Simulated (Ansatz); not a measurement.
Relativistic treatment of YN

```yaml
crystal:
  lattice:
    - [0.00000, 2.43850, 2.43850]
    - [2.43850, 0.00000, 2.43850]
    - [2.43850, 2.43850, 0.00000]
  atoms:
    - { symbol: Y, position: [0.00000, 0.00000, 0.00000] }
    - { symbol: N, position: [0.50000, 0.50000, 0.50000] }
```

Atoms are numbered in the order listed.

The cell is COD entry 9008768, as deposited and not checked against the literature; nothing was relaxed.

One fixed cell is solved with PBE by LAPW (all electrons) in Ansatz 0.2.0 under different relativistic treatments. Pressure is positive in compression.

Settings: a Γ-centred 11×11×11 k mesh, Fermi–Dirac smearing of 0.03 eV, basis error target 1 meV/atom, no spin polarisation.

Gaps under 0.4 eV may close at points that the mesh misses.

```csv
setting,P (GPa),gap on the k mesh (eV)
scalar-relativistic,2.96,0.22
non-relativistic,3.76,0.12
with spin–orbit coupling,2.96,0.20
"scalar-relativistic, point nuclei",2.96,0.22
"scalar-relativistic, inner shells corrected to Dirac",2.97,0.22
```
